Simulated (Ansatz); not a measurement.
# AlNi3: the cost of one run

Program: Ansatz 0.2.0. Level of theory: DFT PBEsol, scalar-relativistic, plane waves, PAW. These are calculated values, not measurements.

1 further run of the same task is left out (set aside as unsound or not needed). Runs told in other sessions of the task aren't counted.

### Step 1. Starting point

It takes space group Pm-3m (No. 221, cubic). The conventional cell has a = 3.993 Å, b = 3.993 Å, c = 3.993 Å, α = 90.00°, β = 90.00°, γ = 90.00°. In (site symmetry m-3m) has 12 Pt at 2.82 Å in its first shell of neighbours. Pt (site symmetry 4/mmm) is surrounded by 4 In at 2.82 Å and 8 Pt at 2.82 Å.

As a file:

```xyz
4
Lattice="3.9929 0.0000 0.0000 0.0000 3.9929 0.0000 0.0000 0.0000 3.9929" Properties=species:S:1:pos:R:3 pbc="T T T"
In    0.0000    0.0000    0.0000
Pt    1.9964    1.9964    0.0000
Pt    0.0000    1.9964    1.9964
Pt    1.9964    0.0000    1.9964
```

This cell was relaxed beforehand with the same method: volume 15.91 Å³/atom, gap on the mesh none (metal).

### Step 2. In → Al, Pt → Ni: the starting cell

The start of AlNi3: fractional positions of relaxed InPt3, cell scaled by 0.929, a guess from tabulated radii. Atoms that may carry a moment start with parallel spins.

### Step 3. A first look at the start (AlNi3)

input.yaml reads:

```yaml
crystal:
  lattice:
    - [3.7102019865, 0.0, 0.0]
    - [0.0, 3.7102019865, 0.0]
    - [0.0, 0.0, 3.7102019865]
  atoms:
    - { symbol: Al, position: [0.0, 0.0, 0.0] }
    - { symbol: Ni, position: [0.5, 0.5, 0.0], spin: 2.0 }
    - { symbol: Ni, position: [0.0, 0.5, 0.5], spin: 2.0 }
    - { symbol: Ni, position: [0.5, 0.0, 0.5], spin: 2.0 }
basis:
  ecutwfc: 420
kpoints:
  mp_grid: { grid: [6, 6, 6] }
hamiltonian:
  xc: pbesol
scf:
  occupations: { method: gaussian, width: 0.1 }
  lower_state_search: "off"
output:
  forces: true
  stress: true
  eigenvalues: true
  populations: true
magnetization:
  spin_polarized: true
```

Started as:

```
$ ansatz run input.yaml --threads 1 --pin off --max-ram 2560MiB --backend cpu --events-out ev --progress --plain --runs-dir out
```

What time and memory should one allow on 1 thread of Arm Neoverse N1, shared host?

About 13 s, with a peak of 0.34 GiB.
